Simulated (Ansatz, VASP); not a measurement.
# Two plane-wave programs on RbBr

INCAR

```
  PREC = Accurate
  ENCUT = 600
  EDIFF = 1E-6
  ISMEAR = 0
  SIGMA = 0.02
  LREAL = False
  LASPH = True
  NELM = 100
  ALGO = Normal
  ISIF = 3
  LWAVE = False
  LCHARG = False
  GGA = PE
  IBRION = 2
  NSW = 100
  EDIFFG = -0.005
```

File KPOINTS:

```
regular mesh
0
Gamma
  6 6 6
```

File POSCAR:

```
RbBr
1.0
    4.1260773000      0.0000000000      0.0000000000
    0.0000000000      4.1260773000      0.0000000000
    0.0000000000      0.0000000000      4.1260773000
Rb Br
1 1
Direct
    0.0000000000      0.0000000000      0.0000000000
    0.5000000000      0.5000000000      0.5000000000
```

Input for Ansatz:

```yaml
crystal:
  lattice:
    - [4.1260773, 0.0, 0.0]
    - [0.0, 4.1260773, 0.0]
    - [0.0, 0.0, 4.1260773]
  atoms:
    - { symbol: Rb, position: [0.0, 0.0, 0.0] }
    - { symbol: Br, position: [0.5, 0.5, 0.5] }
basis:
  ecutwfc: 420
kpoints:
  mp_grid: { grid: [6, 6, 6] }
hamiltonian:
  xc: pbe
scf:
  occupations: { method: gaussian, width: 0.02 }
output:
  forces: true
  stress: true
  eigenvalues: true
  write_density: true
  write_potential: true
  elf: true
  volumetric_format: npy
relax:
  adjacent_minimum: "off"
  f_tol: 0.005
  max_steps: 80
  cell: { stress_tol: 0.05 }
```

The cell comes from a database or a generator and needn't be the stable form of this composition.

Alike in both runs: task relaxation of cell and atoms; functional PBE; k mesh 6 × 6 × 6; occupations gaussian, width 0.02 eV; no spin polarisation.

```csv
,VASP,Ansatz
version,VASP 6.6.1,Ansatz 0.2.0
potentials or method,"VASP PAW PBE potentials, release 64 (Rb_sv, Br)","scalar-relativistic, plane waves, PAW"
plane-wave cutoff (eV),600,420
valence electrons in the cell,16,16
```

VASP gave:

| Quantity | Value |
| --- | --- |
| gap on the k mesh at the Fermi level, each at its own relaxed structure (eV) | 3.91 |
| relaxed volume (Å³/atom) | 37.03 |
| relaxed cell length with the largest relative difference (Å) | 4.200 |
| energy change over the relaxation (meV/atom) | -5 |

Question: Estimate Ansatz's values.

Answer: gap on the k mesh at the Fermi level, each at its own relaxed structure (eV): 3.93; relaxed volume (Å³/atom): 36.86; relaxed cell length with the largest relative difference (Å): 4.193; energy change over the relaxation (meV/atom): -4.

A k mesh can miss the band edges. Expect the measured gap to be larger: semilocal functionals such as PBE lack the derivative discontinuity.
